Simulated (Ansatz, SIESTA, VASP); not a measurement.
**One calculation of CsPbBr3, 3 ways**

The starting cell:

```
Pb Cs Br
1.0
     5.87000    0.00000    0.00000
     0.00000    5.87000    0.00000
     0.00000    0.00000    5.87000
Pb Cs Br
1 1 3
Direct
  0.50000 0.50000 0.50000
  0.00000 0.00000 0.00000
  0.50000 0.50000 0.00000
  0.50000 0.00000 0.50000
  0.00000 0.50000 0.50000
```

Measurements of this composition are mostly on another form, of space group No. 62.

Alike in all runs: task relaxation of cell and atoms; functional PBEsol; k mesh 4 × 4 × 4; occupations fermi-dirac, width 0.05 eV; no spin polarisation; no spin-orbit coupling.

```json
{"program and potentials": "Ansatz, Ansatz PAW", "plane-wave cutoff (eV)": "420", "notes": "potentials made for PBE, which Ansatz adapts in part", "equilibrium volume (Å³/atom)": "40.69"}
{"program and potentials": "SIESTA, files PseudoDojo sr-pbesol-0.4.1-standard, DZP (energy shift 0.003 Ry; two zetas on semicore shells; d shell added on Cs)", "plane-wave cutoff (eV)": "-", "notes": "atomic basis", "equilibrium volume (Å³/atom)": "41.18"}
{"program and potentials": "VASP, PBE PAW files Br, Cs_sv, Pb_d, 600 eV", "plane-wave cutoff (eV)": "600", "notes": "potentials made for PBE", "equilibrium volume (Å³/atom)": "40.72"}
```

The equilibrium volume spans 40.69 (Ansatz, Ansatz PAW) to 41.18 Å³/atom (SIESTA, files PseudoDojo sr-pbesol-0.4.1-standard, DZP (energy shift 0.003 Ry; two zetas on semicore shells; d shell added on Cs)). Relaxations stop with a little pressure left, so the last digit of a volume isn't settled. Rows in atomic bases carry the error of their basis and grid, which can be large.

Differences between rows come from potentials, basis sets and numerical settings, since the functional is the same but for its coding. Runs on potential files found faulty are left out.
